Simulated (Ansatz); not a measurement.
# SnO2 monolayer (2H): modes against uniaxial strain along the armchair direction, normal to a, with the width clamped, part 2 of 3

Wanted: the shifts of the zone-centre modes of SnO2 monolayer (2H) with strain.

Ansatz 0.2.0; DFT PBE, scalar-relativistic, plane waves, PAW; PAW set soft_1.

So far: Starting point; Bringing the structure to rest.

### 2. Bringing the structure to rest (continued)

Valence density in the ac plane at fractional y = 0.333, with atoms of O within 0.2 Å of it. It is the smooth field of the valence electrons, not physical close to the nuclei.

Values in e/Å³, 24 rows by 16 columns, each cell a mean:
```
0.0 0.0 0.0 0.0 0.0 0.0 0.0 0.0 0.0 0.0 0.0 0.0 0.0 0.0 0.0 0.0
0.0 0.0 0.0 0.0 0.0 0.0 0.0 0.0 0.0 0.0 0.0 0.0 0.0 0.0 0.0 0.0
0.0 0.0 0.0 0.0 0.0 0.0 0.0 0.0 0.0 0.0 0.0 0.0 0.0 0.0 0.0 0.0
0.0 0.0 0.0 0.0 0.0 0.0 0.0 0.0 0.0 0.0 0.0 0.0 0.0 0.0 0.0 0.0
0.0 0.0 0.0 0.0 0.0 0.0 0.0 0.0 0.0 0.0 0.0 0.0 0.0 0.0 0.0 0.0
0.0 0.0 0.0 0.0 0.0 0.0 0.0 0.0 0.0 0.0 0.0 0.0 0.0 0.0 0.0 0.0
0.0 0.0 0.0 0.0 0.0 0.0 0.0 0.0 0.0 0.0 0.0 0.0 0.0 0.0 0.0 0.0
0.0 0.0 0.0 0.0 0.0 0.0 0.0 0.0 0.0 0.0 0.0 0.0 0.0 0.0 0.0 0.0
0.0 0.0 0.0 0.0 0.0 0.0 0.0 0.0 0.0 0.0 0.0 0.0 0.0 0.0 0.0 0.0
0.0 0.0 0.0 0.0 0.0 0.0 0.0 0.0 0.0 0.0 0.0 0.0 0.0 0.0 0.0 0.0
0.0 0.0 0.0 0.0 0.0 0.0 0.0 0.0 0.0 0.0 0.0 0.0 0.0 0.0 0.0 0.0
0.0 0.0 0.0 0.0 0.0 0.0 0.0 0.0 0.0 0.0 0.0 0.0 0.0 0.0 0.0 0.0
0.0 0.0 0.0 0.0 0.0 0.0 0.0 0.0 0.0 0.0 0.0 0.0 0.0 0.0 0.0 0.0
0.0 0.0 0.0 0.0 0.0 0.0 0.0 0.1 0.1 0.2 0.2 0.2 0.2 0.1 0.1 0.0
0.3 0.2 0.1 0.1 0.1 0.2 0.4 0.8 1.8 3.6 5.2 5.5 4.2 2.3 1.1 0.5
0.4 0.4 0.5 0.6 0.5 0.4 0.4 0.4 0.4 0.5 0.6 0.6 0.5 0.5 0.4 0.4
0.3 0.2 0.2 0.1 0.2 0.2 0.4 0.8 1.8 3.5 5.2 5.5 4.1 2.3 1.1 0.5
0.0 0.0 0.0 0.0 0.0 0.0 0.1 0.1 0.2 0.3 0.5 0.5 0.4 0.2 0.1 0.1
0.0 0.0 0.0 0.0 0.0 0.0 0.0 0.0 0.0 0.0 0.0 0.0 0.0 0.0 0.0 0.0
0.0 0.0 0.0 0.0 0.0 0.0 0.0 0.0 0.0 0.0 0.0 0.0 0.0 0.0 0.0 0.0
0.0 0.0 0.0 0.0 0.0 0.0 0.0 0.0 0.0 0.0 0.0 0.0 0.0 0.0 0.0 0.0
0.0 0.0 0.0 0.0 0.0 0.0 0.0 0.0 0.0 0.0 0.0 0.0 0.0 0.0 0.0 0.0
0.0 0.0 0.0 0.0 0.0 0.0 0.0 0.0 0.0 0.0 0.0 0.0 0.0 0.0 0.0 0.0
0.0 0.0 0.0 0.0 0.0 0.0 0.0 0.0 0.0 0.0 0.0 0.0 0.0 0.0 0.0 0.0
```
Columns run along a (3.1 Å), rows up along c (28.7 Å). Atoms in or near the plane, at fractional coordinates: O at (0.67, 0.39), O at (0.67, 0.31).

### 3. Bringing the structure to rest

The relaxation is repeated from its end, on the mesh and smearing that suit the cell and gap now reached.

Input file input.yaml:

```yaml
crystal:
  lattice:
    - [3.1015086663, 0.0, 0.0]
    - [-1.5507543331, 2.685985295, 0.0]
    - [0.0, 0.0, 28.7]
  atoms:
    - { symbol: Sn, position: [0.3333333333, 0.6666666667, 0.3484320557] }
    - { symbol: O, position: [0.6666666667, 0.3333333333, 0.3912981121] }
    - { symbol: O, position: [0.6666666667, 0.3333333333, 0.3055659994] }
  periodic: [true, true, false]
kpoints:
  mp_grid: { grid: [12, 12, 1] }
hamiltonian:
  xc: pbe
  pseudopotentials: { kind: paw, azcp: { folder: soft_1 } }
scf:
  occupations: { method: gaussian, width: 0.02 }
output:
  forces: true
  stress: true
  eigenvalues: true
  write_density: true
  write_potential: true
  elf: true
  volumetric_format: npy
relax:
  adjacent_minimum: "off"
  f_tol: 0.005
  max_steps: 80
  cell: { stress_2d_tol: 0.02 }
```

Run with:

```bash
ansatz run input.yaml --threads 4 --pin off --max-ram 16384MiB --backend cpu --events-out ev --progress --plain --runs-dir out
```

Numbers of over 12 decimals in the logs are rounded to 6 here.

The program printed:

```text
[...]
Crystal: 3 atoms, lattice volume = 239.088 Å³
Basis set: ecut = 420 eV, 4631 PW (Γ), exchange–correlation on 48×48×384 points (8 copies of the dense FFT grid, shifted against one another)
Bands: 17, of which v1, the nominal top of the filled ones, is band 13 counted from 1 (12 counted from 0)
Symmetry: 12 space group operations
[...]
--- Relaxed structure (1 steps of the walk, 1 accepted, 1 SCFs on fresh bases) ---
[...]
cell:  # Å, volume = 239.0884 Å³
    - [3.101509, -2.8867610028260496e-11, 0.0]
    - [-1.550754, 2.685985, 0.0]
    - [0.0, 0.0, 28.7]
  atoms:
    - { symbol: Sn, position: [0.333333, 0.666667, 0.348432] }
    - { symbol: O, position: [0.666667, 0.333333, 0.391298] }
    - { symbol: O, position: [0.666667, 0.333333, 0.305566] }
[key lines of the parts left out:]
SCF converged after 6 iterations
Free energy (F): -7157.152813 eV
Fermi energy:    -8.126319 eV
P = ½ c Tr σ = -0.0049 N/m
```

Run time: 6.3 s. Hardware: 4 threads of Arm Neoverse V1, shared host; peak memory 0.51 GiB; 24 s of CPU time.

Little changed from the start: no atom moved by 0.005 Å and no cell edge by 0.1 %.

### 4. Tight relaxation

Phonons need small forces and stress, so the relaxation is finished with tight tolerances on 12×12×1 k points.

input.yaml, the sections that differ from step 3:

```yaml
crystal:
  lattice:
    - [3.1015086663, 0.0, 0.0]
    - [-1.5507543331, 2.6859852951, 0.0]
    - [0.0, 0.0, 28.7]
  atoms:
    - { symbol: Sn, position: [0.3333333333, 0.6666666667, 0.3484320557] }
    - { symbol: O, position: [0.6666666667, 0.3333333333, 0.3912981121] }
    - { symbol: O, position: [0.6666666667, 0.3333333333, 0.3055659994] }
  periodic: [true, true, false]
scf:
  occupations: { method: fixed }
relax:
  adjacent_minimum: "off"
  f_tol: 0.001
  max_steps: 60
  cell: { stress_2d_tol: 0.002 }
# kpoints, hamiltonian, output: as in step 3
```

The program printed:

```text
[...]
Crystal: 3 atoms, lattice volume = 239.088 Å³
Basis set: ecut = 420 eV, 4631 PW (Γ), exchange–correlation on 48×48×384 points (8 copies of the dense FFT grid, shifted against one another)
Bands: 17, of which v1, the nominal top of the filled ones, is band 13 counted from 1 (12 counted from 0)
Symmetry: 12 space group operations
[...]
--- Relaxed structure (2 steps of the walk, 2 accepted, 1 SCFs on fresh bases) ---
[...]
cell:  # Å, volume = 239.0757 Å³
    - [3.101426, -2.8866840810914262e-11, 0]
    - [-1.550713, 2.685914, 0]
    - [0, 0, 28.7]
  atoms:
    - { symbol: Sn, position: [0.333333, 0.666667, 0.348432] }
    - { symbol: O, position: [0.666667, 0.333333, 0.391299] }
    - { symbol: O, position: [0.666667, 0.333333, 0.305565] }
[key lines of the parts left out:]
SCF converged after 9 iterations
Free energy (F): -7157.152818 eV
Fermi energy:    -8.451825 eV
P = ½ c Tr σ = 0.0004 N/m
```

It took 9.5 s on 4 threads; peak memory 0.51 GiB; 36 s of CPU time.

Little changed from the start: no atom moved by 0.005 Å and no cell edge by 0.1 %.

This step gave:

```yaml
gap_on_the_k_mesh: 0.6505 eV
```

ELF in the ac plane at fractional y = 0.333, with atoms of O within 0.2 Å of it. It is the smooth field of the valence electrons, not physical close to the nuclei.

Ten even steps from '0' (0.00) to '9' (0.81), each cell a mean:
```
0000000000000000
0000000000000000
0000000000000000
0000000000000000
0000000000000000
0000000000000000
0000000000000000
0000000000000000
0000000000000000
0000000000000000
0000000000000000
0000000000000000
0000000000000000
1000012456776643
4211137999879998
2222222344444432
4211136999778997
1000013567887754
0000000000000000
0000000000000000
0000000000000000
0000000000000000
0000000000000000
0000000000000000
```
Columns run along a (3.1 Å), rows up along c (28.7 Å). Atoms in or near the plane, at fractional coordinates: O at (0.67, 0.39), O at (0.67, 0.31).

Valence density in the ac plane at fractional y = 0.333, with atoms of O within 0.2 Å of it. It is the smooth field of the valence electrons, not physical close to the nuclei.

Ten steps, logarithmic in the rise over the least value, from '0' (0.0 e/Å³) to '9' (5.5 e/Å³), each cell a mean:
```
0000000000000000
0000000000000000
0000000000000000
0000000000000000
0000000000000000
0000000000000000
0000000000000000
0000000000000000
0000000000000000
0000000000000000
0000000000000000
0000000000000000
0000000000000000
0000001123333221
3222234679999864
4455544445555444
3322334679999865
1000001234444321
0000000000000000
0000000000000000
0000000000000000
0000000000000000
0000000000000000
0000000000000000
```
Columns run along a (3.1 Å), rows up along c (28.7 Å). Atoms in or near the plane, at fractional coordinates: O at (0.67, 0.39), O at (0.67, 0.31).

Electrostatic potential energy in the ac plane at fractional y = 0.333, with atoms of O within 0.2 Å of it. With pseudopotentials it is smooth inside the atoms' cores, unlike the true potential.

Ten even steps from '0' (-28 eV) to '9' (0 eV), each cell a mean:
```
9999999999999999
9999999999999999
9999999999999999
9999999999999999
9999999999999999
9999999999999999
9999999999999999
9999999999999999
9999999999999999
9999999999999999
9999999999999999
9999999999999999
9999999999999999
9999999999999999
7777777610000047
3100124566666665
7776777510000047
9999999998888999
9999999999999999
9999999999999999
9999999999999999
9999999999999999
9999999999999999
9999999999999999
```
Columns run along a (3.1 Å; values clipped at the 3rd and 97th percentile), rows up along c (28.7 Å). Atoms in or near the plane, at fractional coordinates: O at (0.67, 0.39), O at (0.67, 0.31).

The largest force component left is 0.57 meV/Å, within the tolerances set.

### 5. Modes at rest

The force constants come from the linear response of the density to a displacement.

The modes at rest are the reference of the series.

input.yaml, the sections that differ from step 4:

```yaml
crystal:
  lattice:
    - [3.1014260212, 0.0, 0.0]
    - [-1.5507130106, 2.6859137224, 0.0]
    - [0.0, 0.0, 28.7]
  atoms:
    - { symbol: Sn, position: [0.3333333333, 0.6666666667, 0.3484320557] }
    - { symbol: O, position: [0.6666666667, 0.3333333333, 0.3912986974] }
    - { symbol: O, position: [0.6666666667, 0.3333333333, 0.3055654141] }
  periodic: [true, true, false]
output:
  eigenvalues: true
phonons:
  method: dfpt
# kpoints, hamiltonian, scf: as in step 4
# relax: removed
```

The program printed:

```text
Warning: crystal.symmetry: narrowed to the stabiliser of the run's FFT grids — unitary ops 12 → 6. A phonons.method: dfpt run fills in the rows of the dynamical matrix that it does not solve by its symmetry operations, which is exact only for operations that map its FFT grids onto themselves: filled in by any other, the frequencies could depend on the order in which like atoms are typed, or, by more than the grids' own error, on where the crystal sits among the grids' points. Excluded: 6 operations. The run can therefore solve more perturbations, solve them on more k-points, or both, and cost more. [rest of the remark cut]
[...]
Crystal: 3 atoms, lattice volume = 239.076 Å³
Basis set: ecut = 420 eV, 4631 PW (Γ), exchange–correlation on 48×48×384 points (8 copies of the dense FFT grid, shifted against one another)
Bands: 17, of which v1, the nominal top of the filled ones, is band 13 counted from 1 (12 counted from 0)
Symmetry: 12 space group operations
k-points: 43 of 144 (irreducible under 2 space group operations, time reversal used)
[...]
SCF iter   1: F=—  HF=-7160.094271 eV  |F-HF|=—  |Δ(HF+E_count)|=         —  Δρ=6.22e-2  dr2=1.12e1  ethr=3.10e-3  ⟨swp⟩=7.1  Hψ=4348  notcnv=0  defer=86
[...]
SCF iter  10: F=-7157.152818 eV  HF=-7157.152818 eV  |F-HF|=4.37e-11  |Δ(HF+E_count)|=  6.81e-10  Δρ=1.74e-7  dr2=2.89e-11  ethr=1.00e-12  ⟨swp⟩=21.3  Hψ=9684  notcnv=0
SCF 1 converged in 10 iterations: F = -7157.152818 eV  dr2 = 2.89e-11
  Residual-converged pass: ⟨swp⟩=1.0  Hψ=905  notcnv=0  max |occ|·‖R‖ = 7.0e-9 eV (tolerance 1.0e-8 eV)  dr2=2.89e-11  dr2_onsite=2.75e-12  max |Δocc| = 0.0e0
[...]
DFPT response loops at Γ: preconditioner auto → none (the input reference at scf.mixing.eps_inf says where Resta's filter doesn't serve); β = 0.50; Broyden in place of MSR1
SCF converged after 10 iterations
Free energy (F): -7157.152818 eV
[...]
Internal energy: -7157.152818 eV  (E = F + TS)
E sigma→0 (E₀):  -7157.152818 eV
Fermi energy:    -8.451821 eV
[...]
--- Band table (eV; the first three rows and the last of 43) ---
  k-point 0: bands = [... 9 lower, -9.8231, -9.2641, -9.2641, -9.1266, -7.8013, -2.7600, -0.3422, -0.1030]
  k-point 1: bands = [... 9 lower, -9.9164, -9.5303, -9.2761, -9.0836, -7.3850, -2.4251, -0.2197, 0.0404]
  k-point 2: bands = [... 9 lower, -10.1652, -10.1564, -9.3087, -8.9752, -6.6206, -1.6006, -0.1624, 0.2819]
  k-point 42: bands = [... 9 lower, -11.6832, -11.5108, -10.0012, -8.5221, -4.4221, -3.0666, 1.0083, 1.4317]
--- Phonons (Γ-DFPT): 6 representative perturbations + reference, on 43 of 144 k-points (Σ response iterations 27) ---
  ASR residual: 1.017e-4 → 0.000e0 eV/Å²; symmetrization residual: 1.064e-5 eV/Å²
  The last average, over the group as it would stand without the narrowing to the FFT grids, took up to 1.025e-6 eV/Å² of the zone centre's force constants
  ASR residual per site (eV/Å²): 1.02e-4 4.74e-5 5.84e-5
  Γ frequencies (cm⁻¹): -69.36 -69.36 0.00 0.00 0.00 324.90 324.90 513.36 619.65
  non-analytic LO–TO correction: not included (Born effective charges unavailable; polar crystals: no LO–TO splitting at Γ)
```

The job ended after 36 s (4 threads; peak memory 0.96 GiB).

In the SCF lines HF is the Harris–Foulkes energy and dr2 the Hartree energy of the density residual, in eV; the loop may stop once dr2 is under the threshold and the program's other checks hold. Hψ counts applications of the Hamiltonian.

Numbers from this step:

- sum-rule residual before enforcement: 1.02e-4 eV/Å²
- point group: -6m2
- highest optical mode at the zone centre (no LO-TO term): 619.6 cm⁻¹
- lowest optical zone-centre mode: -69.36 cm⁻¹

Without the LO-TO term. Patterns of degenerate modes are one choice out of their space. The modes at Γ (shares of kinetic energy by element, %) (negative means imaginary):

```csv
mode,frequency (cm⁻¹),symmetry,Sn %,O %
1,-69.4,E'',0,100
2,-69.4,E'',0,100
3,0.0,acoustic,79,21
4,0.0,acoustic,79,21
5,0.0,acoustic,79,21
6,324.9,E',21,79
7,324.9,E',21,79
8,513.4,A2'',21,79
9,619.6,A1',0,100
```

Displacements in mode 1 (-69.4 cm⁻¹), the largest set to 1:
```
Sn1  0.00  0.00  0.00
O2   0.20  1.00  0.00
O3  -0.20 -1.00  0.00
```

Displacements in mode 9 (619.6 cm⁻¹), the largest set to 1:
```
Sn1  0.00  0.00  0.00
O2   0.00  0.00 -1.00
O3   0.00  0.00  1.00
```

Before it was imposed, the acoustic sum rule was missed by 1.0e-4 eV/Å². Small misses are needed for a sound result but don't prove that mesh and cutoff are converged. The lowest optical mode is imaginary, 69.4i cm⁻¹, so the energy falls along it.

### 6. Relaxation of a member: uniaxial strain of +5 % along the armchair direction, normal to a, with the width clamped

The cell takes a uniaxial strain of +5 % along the armchair direction, normal to a, with the width clamped. The cell is held, and the atoms relax in it.

Input file input.yaml:

```yaml
crystal:
  lattice:
    - [3.1014260212, 0.0, 0.0]
    - [-1.5507130106, 2.8202094084, 0.0]
    - [0.0, 0.0, 28.7]
  atoms:
    - { symbol: Sn, position: [0.3341663637, 0.6683327274, 0.3484320557] }
    - { symbol: O, position: [0.6662501514, 0.3325003029, 0.3911488716] }
    - { symbol: O, position: [0.6662501514, 0.3325003029, 0.3057152399] }
  periodic: [true, true, false]
kpoints:
  mp_grid: { grid: [12, 12, 1] }
hamiltonian:
  xc: pbe
  pseudopotentials: { kind: paw, azcp: { folder: soft_1 } }
scf:
  occupations: { method: gaussian, width: 0.02 }
output:
  forces: true
  stress: true
  eigenvalues: true
relax:
  adjacent_minimum: "off"
  f_tol: 0.001
  max_steps: 60
```

The program printed:

```text
[...]
--- Relaxed structure (5 steps of the walk, 5 accepted, 0 SCFs on fresh bases) ---
  F+E_penalty+E_count = -7157.06040605 eV   max|allowed force component| = 1.791e-4 eV/Å
  cell:  # Å, volume = 251.0295 Å³
    - [3.1014260212, 0.0, 0.0]
    - [-1.5507130106, 2.8202094084, 0.0]
    - [0.0, 0.0, 28.7]
  atoms:
    - { symbol: Sn, position: [0.333982, 0.667965, 0.348432] }
    - { symbol: O, position: [0.666342, 0.332684, 0.391129] }
    - { symbol: O, position: [0.666342, 0.332684, 0.305736] }
[key lines of the parts left out:]
SCF converged after 3 iterations
Free energy (F): -7157.060406 eV
Fermi energy:    -8.119395 eV
P = ½ c Tr σ = -4.3867 N/m
```

It took 23 s on 4 threads; peak memory 0.59 GiB; 91 s of CPU time.

No atom moved by 0.005 Å in the relaxation.

Numbers from this step:

- gap on the k-mesh: 0.3197 eV
- area per atom: 2.916 Å²

The largest force component left is 0.18 meV/Å.

### 7. Modes of this member: uniaxial strain of +5 % along the armchair direction, normal to a, with the width clamped

The zone-centre modes follow for uniaxial strain of +5 % along the armchair direction, normal to a, with the width clamped.

input.yaml, the sections that differ from step 6:

```yaml
crystal:
  lattice:
    - [3.1014260212, 0.0, 0.0]
    - [-1.5507130106, 2.8202094084, 0.0]
    - [0.0, 0.0, 28.7]
  atoms:
    - { symbol: Sn, position: [0.3339824265, 0.667964853, 0.3484320557] }
    - { symbol: O, position: [0.66634212, 0.3326842401, 0.3911286071] }
    - { symbol: O, position: [0.66634212, 0.3326842401, 0.3057355043] }
  periodic: [true, true, false]
scf:
  occupations: { method: fixed }
output:
  eigenvalues: true
phonons:
  method: dfpt
# kpoints, hamiltonian: as in step 6
# relax: removed
```

The program printed:

```text
[...]
Crystal: 3 atoms, lattice volume = 251.029 Å³
Basis set: ecut = 420 eV, 4907 PW (Γ), exchange–correlation on 48×48×384 points (8 copies of the dense FFT grid, shifted against one another)
Bands: 17, of which v1, the nominal top of the filled ones, is band 13 counted from 1 (12 counted from 0)
Symmetry: 4 space group operations
k-points: 43 of 144 (irreducible under 2 space group operations, time reversal used)
[...]
SCF iter   1: F=—  HF=-7160.063714 eV  |F-HF|=—  |Δ(HF+E_count)|=         —  Δρ=6.08e-2  dr2=1.15e1  ethr=3.10e-3  ⟨swp⟩=7.1  Hψ=4355  notcnv=0  defer=85
[...]
SCF iter  10: F=-7157.060406 eV  HF=-7157.060406 eV  |F-HF|=2.27e-11  |Δ(HF+E_count)|=  5.80e-10  Δρ=1.19e-7  dr2=1.56e-11  ethr=1.00e-12  ⟨swp⟩=23.6  Hψ=9027  notcnv=0
SCF 1 converged in 10 iterations: F = -7157.060406 eV  dr2 = 1.56e-11
[...]
SCF converged after 10 iterations
Free energy (F): -7157.060406 eV
[...]
Internal energy: -7157.060406 eV  (E = F + TS)
E sigma→0 (E₀):  -7157.060406 eV
Fermi energy:    -8.279680 eV
[...]
--- Band table (eV; the first three rows and the last of 43) ---
  k-point 0: bands = [... 9 lower, -9.7162, -9.2966, -9.1154, -8.8553, -7.9600, -3.0912, -0.3602, -0.1178]
  k-point 1: bands = [... 9 lower, -9.7915, -9.5354, -9.1240, -8.8220, -7.5578, -2.7807, -0.2607, 0.0107]
  k-point 2: bands = [... 9 lower, -10.1051, -9.9921, -9.1469, -8.7339, -6.8089, -2.0057, -0.6541, 0.1713]
  k-point 42: bands = [... 9 lower, -11.4647, -11.2924, -9.8696, -8.3279, -4.6223, -3.4390, 0.5540, 0.8769]
[...]
ASR residual: 8.908e-5 → 0.000e0 eV/Å²; symmetrization residual: 1.281e-5 eV/Å²
[...]
ASR residual per site (eV/Å²): 8.91e-5 2.28e-5 3.05e-5
  Γ frequencies (cm⁻¹): -194.00 -119.44 0.00 0.00 0.00 275.93 306.75 477.70 612.84
[...]
```

It took 48 s on 4 threads; peak memory 0.98 GiB; 3 min of CPU time.

This step gave:

- sum-rule residual before enforcement: 8.91e-5 eV/Å²
- point group: mm2
- highest optical mode at the zone centre (no LO-TO term): 612.8 cm⁻¹
- lowest optical zone-centre mode: -194 cm⁻¹

Without the LO-TO term. Patterns of degenerate modes are one choice out of their space. Modes at Γ, with each element's share of the kinetic energy (negative means imaginary):

```csv
mode,frequency (cm⁻¹),symmetry,Sn %,O %
1,-194.0,B1,0,100
2,-119.4,A2,0,100
3,0.0,acoustic,79,21
4,0.0,acoustic,79,21
5,0.0,acoustic,79,21
6,275.9,A1,21,79
7,306.8,B2,21,79
8,477.7,B1,21,79
9,612.8,A1,0,100
```

Displacements in mode 1 (-194.0 cm⁻¹), the largest set to 1:
```
Sn1  0.00  0.00 -0.01
O2   0.00  1.00  0.04
O3   0.00 -1.00  0.04
```

Displacements in mode 9 (612.8 cm⁻¹), the largest set to 1:
```
Sn1  0.00  0.01  0.00
O2   0.00 -0.03  1.00
O3   0.00 -0.03 -1.00
```

The lowest optical mode is imaginary, 194.0i cm⁻¹, so the energy falls along it, and the highest lies at 612.8 cm⁻¹.

(Part 2 of 3 ends here.)

[Logs are printed without paths, hosts, clocks, repeated set-up lines and the standing remarks that a program may print on its own settings, such as how far it seeks lower states.]

[Hosts, paths, dates, database ids (printed as entryN), source tags and the programs' standing remarks are cut or masked in the printed files.]
